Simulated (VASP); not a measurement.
**Input and output of a VASP r²SCAN single-point calculation on Mg$_{2}$Sn (strained antifluorite)**

INCAR

```
ISIF = 2
ISMEAR = -1
PREC = Accurate
IBRION = -1
SIGMA = 0.02
NELM = 120
LWAVE = .FALSE.
ENCUT = 520
EDIFF = 1E-7
NBANDS = 16
NSW = 0
LASPH = .TRUE.
LREAL = .FALSE.
ALGO = Normal
LCHARG = .FALSE.
METAGGA = R2SCAN
```

KPOINTS

```
KPOINTS created by Atomic Simulation Environment
0
Gamma
6 6 6
0 0 0
```

KPOINTS_OPT

```
special points
7
Reciprocal
0.0000000000 0.0000000000 0.0000000000 1
0.5000000000 0.0000000000 0.5000000000 1
0.6250000000 0.2500000000 0.6250000000 1
0.3750000000 0.3750000000 0.7500000000 1
0.5000000000 0.5000000000 0.5000000000 1
0.5000000000 0.2500000000 0.7500000000 1
0.0000000000 0.5000000000 0.5000000000 1
```

POSCAR

```
Sn Mg
 1.0000000000000000
    -0.0329950527000000    3.3807395821999999    3.3807395821999999
     3.3807395821999999   -0.0329950527000000    3.3807395821999999
     3.3807395821999999    3.3807395821999999   -0.0329950527000000
 Sn  Mg
   1   2
Cartesian
 -0.0000000000000000 -0.0000000000000000  0.0000000000000000
  1.6868560900709983  1.6868560900709983  1.6868560900709981
  5.0416280216290019  5.0416280216290028  5.0416280216290028
```

VASP ran with the recommended PBE PAW datasets (18 valence electrons in the cell).

Command

```
mpirun -np 1 vasp_std
```

OSZICAR

```
N       E                     dE             d eps       ncg     rms          rms(c)
DAV:   1     0.696744515969E+02    0.69674E+02   -0.85666E+03  1024   0.120E+03
DAV:   2    -0.280522810270E+02   -0.97727E+02   -0.95095E+02  1096   0.307E+02
DAV:   3    -0.360698946721E+02   -0.80176E+01   -0.79936E+01  1376   0.785E+01
DAV:   4    -0.362783243579E+02   -0.20843E+00   -0.20841E+00  1216   0.135E+01
DAV:   5    -0.362879575090E+02   -0.96332E-02   -0.96331E-02  1488   0.267E+00    0.453E+00
DAV:   6    -0.337867498711E+02    0.25012E+01   -0.81955E-01  1096   0.104E+01    0.209E+00
DAV:   7    -0.337913820443E+02   -0.46322E-02   -0.21993E-01  1288   0.229E+00    0.774E-01
DAV:   8    -0.337987289379E+02   -0.73469E-02   -0.17064E-02  1280   0.142E+00    0.330E-01
DAV:   9    -0.338003014966E+02   -0.15726E-02   -0.46925E-03  1328   0.973E-01    0.101E-01
DAV:  10    -0.338001685803E+02    0.13292E-03   -0.34284E-04  1312   0.246E-01    0.416E-02
DAV:  11    -0.338001760971E+02   -0.75168E-05   -0.78227E-05  1488   0.118E-01    0.336E-02
DAV:  12    -0.338001715660E+02    0.45311E-05   -0.66285E-06  1344   0.341E-02    0.253E-03
DAV:  13    -0.338001713931E+02    0.17290E-06   -0.27158E-07  1360   0.352E-03    0.211E-03
DAV:  14    -0.338001713666E+02    0.26531E-07   -0.95692E-08   664   0.410E-03
   1 F= -.33800171E+02 E0= -.33800035E+02  d E =-.272660E-03
       N       E                     dE             ncg
DAV:   1     0.737574230064E+03   -0.37886E+04      224
DAV:   2     0.456456363906E+02   -0.69193E+03      240
DAV:   3    -0.111964351475E+02   -0.56842E+02      304
DAV:   4    -0.126276135116E+02   -0.14312E+01      280
DAV:   5    -0.126944374846E+02   -0.66824E-01      352
DAV:   6    -0.126948762288E+02   -0.43874E-03      280
DAV:   7    -0.126948960018E+02   -0.19773E-04      360
DAV:   8    -0.126948961253E+02   -0.12355E-06      288
DAV:   9    -0.126948961279E+02   -0.25643E-08      256
```

From OUTCAR

```
k-points           NKPTS =     32   k-points in BZ     NKDIM =     32   number of bands    NBANDS=     16

   NELECT =      18.0000    total number of electrons

   dimension x,y,z NGX =    36 NGY =   36 NGZ =   36
   dimension x,y,z NGXF=    72 NGYF=   72 NGZF=   72

  energy-cutoff  :      520.00
  volume of cell :       78.41
      direct lattice vectors                 reciprocal lattice vectors
    -0.032995053  3.380739582  3.380739582    -0.145748911  0.147185399  0.147185399
     3.380739582 -0.032995053  3.380739582     0.147185399 -0.145748911  0.147185399
     3.380739582  3.380739582 -0.032995053     0.147185399  0.147185399 -0.145748911

 k-points in reciprocal lattice and weights: KPOINTS created by Atomic Simulation Env
   0.00000000  0.00000000  0.00000000       0.005
   0.16666667  0.00000000  0.00000000       0.028
   0.33333333  0.00000000  0.00000000       0.028
   0.50000000  0.00000000 -0.00000000       0.014
   0.16666667  0.16666667  0.00000000       0.028
   0.33333333  0.16666667 -0.00000000       0.056
   0.50000000  0.16666667  0.00000000       0.056
  -0.33333333  0.16666667 -0.00000000       0.056
   ...

 E-fermi :   4.1727

 k-point     1 :       0.0000    0.0000    0.0000
  band No.  band energies     occupation
      1     -17.3500      2.00000
      2     -17.3494      2.00000
      3     -17.3494      2.00000
      4     -17.3040      2.00000
      5     -17.3040      2.00000
      6      -5.3266      2.00000
      7       4.0617      1.99227
      8       4.0617      1.99227
      9       4.1501      1.51122
     10       5.9760      0.00000
     11       6.4075      0.00000
     12       6.4075      0.00000
     13       6.5987      0.00000
     14       8.8891      0.00000
     15       9.8288      0.00000
     16       9.8288      0.00000

 k-point     2 :       0.1667    0.0000    0.0000
  band No.  band energies     occupation
      1     -17.3494      2.00000
      2     -17.3488      2.00000
      3     -17.3485      2.00000
      4     -17.3040      2.00000
      5     -17.3038      2.00000
      6      -5.0965      2.00000
      7       2.2274      2.00000
      8       3.7617      2.00000
      9       3.8299      2.00000
     10       5.8576      0.00000
     11       6.8636      0.00000
     12       6.9771      0.00000
     13       7.9532      0.00000
     14       8.8308      0.00000
     15       8.8982      0.00000
     16       9.6636      0.00000

 k-point     3 :       0.3333    0.0000    0.0000
  band No.  band energies     occupation
      1     -17.3488      2.00000
      2     -17.3471      2.00000
      3     -17.3466      2.00000
      4     -17.3038      2.00000
      5     -17.3033      2.00000
      6      -4.4899      2.00000
      7       0.1446      2.00000
      8       3.3670      2.00000
      9       3.4181      2.00000
     10       5.3568      0.00000
     11       6.8012      0.00000
     12       6.8512      0.00000
     13       8.9331      0.00000
     14       9.6108      0.00000
     15       9.7491      0.00000
     16      10.3397      0.00000

 k-point     4 :       0.5000    0.0000   -0.0000
  band No.  band energies     occupation
      1     -17.3485      2.00000
      2     -17.3462      2.00000
      3     -17.3457      2.00000
      4     -17.3037      2.00000
      5     -17.3030      2.00000
      6      -4.0279      2.00000
      7      -0.8310      2.00000
      8       3.2193      2.00000
      9       3.2628      2.00000
     10       5.1807      0.00000
     11       6.5630      0.00000
     12       6.6124      0.00000
     13       8.6214      0.00000
     14      11.4011      0.00000
     15      11.5799      0.00000
     16      12.3182      0.00000

 k-point     5 :       0.1667    0.1667    0.0000
  band No.  band energies     occupation
      1     -17.3505      2.00000
      2     -17.3479      2.00000
      3     -17.3475      2.00000
      4     -17.3046      2.00000
      5     -17.3031      2.00000
      6      -5.0162      2.00000
      7       2.5061      2.00000
      8       3.1647      2.00000
      9       3.2442      2.00000
     10       5.5491      0.00000
     11       6.8747      0.00000
     12       7.7929      0.00000
     13       7.8460      0.00000
     14       8.3809      0.00000
     15      10.1563      0.00000
     16      10.4172      0.00000

 k-point     6 :       0.3333    0.1667   -0.0000
  band No.  band energies     occupation
      1     -17.3503      2.00000
      2     -17.3460      2.00000
      3     -17.3459      2.00000
      4     -17.3048      2.00000
      5     -17.3025      2.00000
      6      -4.5230      2.00000
      7       0.8067      2.00000
      8       2.5695      2.00000
      9       2.8205      2.00000
     10       5.6014      0.00000
     11       6.7268      0.00000
     12       7.4982      0.00000
     13       8.1565      0.00000
     14      10.5212      0.00000
     15      10.5722      0.00000
     16      10.8667      0.00000

 k-point     7 :       0.5000    0.1667    0.0000
  band No.  band energies     occupation
      1     -17.3488      2.00000
      2     -17.3456      2.00000
      3     -17.3451      2.00000
      4     -17.3043      2.00000
      5     -17.3025      2.00000
      6      -3.9335      2.00000
      7      -0.5089      2.00000
      8       1.9427      2.00000
      9       2.7968      2.00000
     10       5.5184      0.00000
     11       7.1385      0.00000
     12       7.5835      0.00000
     13       8.6068      0.00000
     14      10.2056      0.00000
     15      11.5051      0.00000
     16      12.1441      0.00000

 k-point     8 :      -0.3333    0.1667   -0.0000
  band No.  band energies     occupation
      1     -17.3478      2.00000
      2     -17.3466      2.00000
      3     -17.3458      2.00000
      4     -17.3037      2.00000
      5     -17.3033      2.00000
      6      -4.1068      2.00000
      7      -0.1584      2.00000
      8       1.7098      2.00000
      9       3.1779      2.00000
     10       5.8556      0.00000
     11       7.1139      0.00000
     12       7.3518      0.00000
     13       9.1932      0.00000
     14       9.4901      0.00000
     15      10.5165      0.00000
     16      11.3405      0.00000

 k-point     9 :      -0.1667    0.1667    0.0000
  band No.  band energies     occupation
      1     -17.3488      2.00000
      2     -17.3480      2.00000
      3     -17.3470      2.00000
      4     -17.3040      2.00000
      5     -17.3034      2.00000
      6      -4.7363      2.00000
      7       1.3201      2.00000
      8       2.2066      2.00000
      9       3.7501      2.00000
     10       6.4339      0.00000
     11       7.1617      0.00000
     12       7.1736      0.00000
     13       7.9185      0.00000
     14       8.0464      0.00000
     15      10.7569      0.00000
     16      10.8389      0.00000

 k-point    10 :       0.3333    0.3333   -0.0000
  band No.  band energies     occupation
      1     -17.3522      2.00000
      2     -17.3441      2.00000
      3     -17.3436      2.00000
      4     -17.3058      2.00000
      5     -17.3013      2.00000
      6      -4.1781      2.00000
      7       0.5203      2.00000
      8       2.2070      2.00000
      9       2.2952      2.00000
     10       4.5755      0.00000
     11       5.1576      0.00000
     12       9.9957      0.00000
     13       9.9963      0.00000
     14      11.0714      0.00000
     15      11.0971      0.00000
     16      13.0667      0.00000

 k-point    11 :       0.5000    0.3333    0.0000
  band No.  band energies     occupation
      1     -17.3515      2.00000
      2     -17.3431      2.00000
      3     -17.3430      2.00000
      4     -17.3057      2.00000
      5     -17.3012      2.00000
      6      -3.6737      2.00000
      7      -0.2005      2.00000
      8       1.1702      2.00000
      9       2.1883      2.00000
     10       4.7358      0.00000
     11       5.8283      0.00000
     12       9.6579      0.00000
     13       9.8771      0.00000
     14      11.6845      0.00000
     15      12.2090      0.00000
     16      13.1592      0.00000

 k-point    12 :      -0.3333    0.3333    0.0000
  band No.  band energies     occupation
      1     -17.3489      2.00000
      2     -17.3449      2.00000
      3     -17.3440      2.00000
      4     -17.3047      2.00000
      5     -17.3022      2.00000
      6      -3.6368      2.00000
      7       0.1550      2.00000
      8       0.1701      2.00000
      9       2.5355      2.00000
     10       5.0988      0.00000
     11       8.2282      0.00000
     12       9.0729      0.00000
     13       9.3439      0.00000
     14       9.5146      0.00000
     15       9.5947      0.00000
     16      12.9836      0.00000

 ...

  Total       -0.4431420     -0.4431420     -0.4431420      0.1737661      0.1737661      0.1737661
  in kB       -9.0547560     -9.0547560     -9.0547560      3.5505768      3.5505768      3.5505768
  external PRESSURE =      -9.0547560 kB  Pullay stress =       0.0000000 kB

 POSITION                                       TOTAL-FORCE (eV/Angst)
 -----------------------------------------------------------------------------------
      0.00000      0.00000      0.00000        -0.000000     -0.000000     -0.000000
      1.68686      1.68686      1.68686        -0.001489     -0.001489     -0.001489
      5.04163      5.04163      5.04163         0.001489      0.001489      0.001489
 -----------------------------------------------------------------------------------
    total drift:                                0.000000     -0.000000     -0.000000

  FREE ENERGIE OF THE ION-ELECTRON SYSTEM (eV)
  ---------------------------------------------------
  free  energy   TOTEN  =       -33.8001713666 eV

  energy  without entropy=      -33.7998987063  energy(sigma->0) =      -33.80003504
```

```json
{"gap between bands v and c": "0.07 eV", "least direct gap": "1.83 eV", "pressure": "-0.9 GPa"}
```

Band v is the last that the valence electrons fill when counted band by band, and c is the next.

The run took about 2 min on one core of a shared host (Intel Xeon Platinum 8488C) and held 0.23 GiB at most.
